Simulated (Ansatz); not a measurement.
**BN (Fmm2): the band gap by level of theory**

All numbers come from the plane-wave code Ansatz. The values are computed, spin-unpolarised, and not measurements.

The cell is a 2-atom cell of BN (Fmm2) from a materials database; cell and atoms were relaxed with r2SCAN+rVV10. It is orthorhombic, Fmm2 (No. 42); conventional cell a = 2.502 Å, b = 6.586 Å, c = 4.327 Å, 8.91 Å³ an atom. Around B lie 3 N at 1.44 Å; around N lie 3 B at 1.44 Å.

Relaxed lattice by functional, symmetry kept:

| functional | k mesh | a (Å) | b (Å) | c (Å) | volume (Å³/atom) |
| --- | --- | --- | --- | --- | --- |
| PBE-D3(BJ) | 10×10×10 | 2.508 | 6.679 | 4.338 | 9.08 |
| r2SCAN+rVV10 | 10×10×10 | 2.502 | 6.586 | 4.327 | 8.91 |
| PBE-D4 | 10×10×10 | 2.508 | 6.614 | 4.338 | 9.00 |

On this one geometry the levels give:
```
                                    level    k mesh  gap (eV)      kind                   edges  least direct gap (eV)        rough cost
                                      LDA  12×12×12      3.27  indirect         A₀–Z (0.33) → T                   4.41    5 core-seconds
                                      PBE  12×12×12      3.48  indirect         A₀–Z (0.30) → T                   4.55    5 core-seconds
                                   r2SCAN  12×12×12      3.94  indirect         A₀–Z (0.33) → T                   5.16   14 core-seconds
                                    HSE06     8×8×8      4.68  indirect         A₀–Z (0.33) → T                   5.93   90 core-seconds
                                 DDH-PBE0     8×8×8      5.37  indirect         A₀–Z (0.33) → T                   6.63  100 core-seconds
                                     PBE0     8×8×8      5.41  indirect         A₀–Z (0.33) → T                   6.68   80 core-seconds
                                  r2SCAN0     8×8×8      5.71  indirect         A₀–Z (0.33) → T                   7.09  110 core-seconds
 G0W0@PBE (53 empty bands, 120 eV, 6×6×6)     6×6×6      4.87         –  A₀–Z (0.18) → T (mesh)                      –   50 core-seconds
G0W0@PBE (132 empty bands, 220 eV, 6×6×6)     6×6×6      5.03         –  A₀–Z (0.18) → T (mesh)                      –    4 core-minutes
```
PBE: smearing of 0.02 eV; the others have fixed occupations.
Wave cutoffs: 420 eV, 500 eV (r2SCAN, r2SCAN0).
Points off the special ones are mesh points or PBE's searched band edges, reused at the other levels. Set aside, since their points miss a band edge that the other levels read or their mesh is too coarse: LC-ωPBE.
The G0W0 gap is PBE's gap over the path plus the quasiparticle shift read on the mesh. The G0W0 figures hold for the stated bands, cutoff and mesh and aren't extrapolated.
Costs come from shared machines and give only the order; PBE's includes the band path. The runs had 2 threads of Arm Neoverse V2, on a shared host.

With HSE06 the valence top lies at A₀–Z (0.33 of the way from A₀) and the conduction bottom at T, 4.68 eV higher; the smallest vertical gap, at Γ–Σ₀ (0.90 of the way from Γ), is 5.93 eV.

Taking G0W0@PBE (132 empty bands, 220 eV, 6×6×6), 5.03 eV, as the yardstick (a computed one, not at the basis limit), DDH-PBE0 comes nearest, +0.34 eV off, at about 7 times r2SCAN's cost; G0W0 itself took about 15 times r2SCAN's cost. The others: HSE06 -0.35, PBE0 +0.38, r2SCAN0 +0.68, r2SCAN -1.09, PBE -1.55, LDA -1.76 eV. The yardstick's own error is a tenth of an eV or more. r2SCAN covers 38 % of the step from PBE to HSE06, while HSE06 needs about 6 times r2SCAN's cost (on a coarser mesh). All these functionals give a gap of the same kind, indirect.

r2SCAN (ground state on 10×10×10): ε∞: 4.45, 2.62 and 4.48 along x, y and z. Born charges, averaged over directions: B +2.06, N -2.06 e. PBE (ground state on 10×10×10): ε∞: 4.79, 2.66 and 4.82 along x, y and z. Born charges, averaged over directions: B +2.04, N -2.04 e.

The meshes of the hybrids are coarse, so their gaps aren't converged to the digits shown.
